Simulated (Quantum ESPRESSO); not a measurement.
The system is FeO.

```
CELL_PARAMETERS angstrom
1.51768 0.87623 2.51579
-1.51768 0.87623 2.51579
0.00000 -1.75247 2.51579
ATOMIC_POSITIONS crystal
Fe 0.00000 0.00000 0.00000
O 0.50000 0.50000 0.50000
```

```yaml
Program: Quantum ESPRESSO 7.5
Task: phonons
Functional: PBEsol
Potentials_or_basis: GBRV 1.5 PBEsol
Cutoff: 612 eV
Density_cutoff: 4898 eV
k_mesh: 6 × 6 × 6, shifted
Occupations: fermi-dirac, width 0.05 eV
Spin: collinear spin, ferromagnetic start
Starting_moments: "[3.0, 0.0] μB"
Target_pressure: 80 GPa
Mixing_beta: 0.3
Most_SCF_iterations: 120
SCF_threshold: 4e-10 Ry
```

The cell and the atoms were relaxed first at 80 GPa, to 6.94 Å³/atom (a = 2.527 Å, b = 2.527 Å, c = 2.527 Å, α = 70.54°, β = 70.54°, γ = 70.54°), and the response was taken there.

```
CELL_PARAMETERS angstrom
1.45902 0.84236 1.88331
-1.45902 0.84236 1.88331
0.00000 -1.68473 1.88331
ATOMIC_POSITIONS crystal
Fe 0.00000 0.00000 0.00000
O 0.50000 0.50000 0.50000
```

**Question.** Where do the zone-centre optical modes lie?

**Answer.** A2u at 420 cm⁻¹ (IR); Eu at 475 cm⁻¹ (IR).

Optical modes at Γ, degenerate ones joined:
```csv
cm⁻¹,components,symmetry,active in
420,1,A2u,IR
475,2,Eu,IR
```

Caveat: the k mesh is coarse (spacing up to 0.42 Å⁻¹), so the values aren't converged; the mesh is thin for the phonons of a metal; the volume moved by over 15 % at a fixed basis, so the end points are rough; the cell is more than 3 GPa from zero pressure, which shifts response properties; a cell with one magnetic atom can't hold antiferromagnetic order, which such compounds often take.
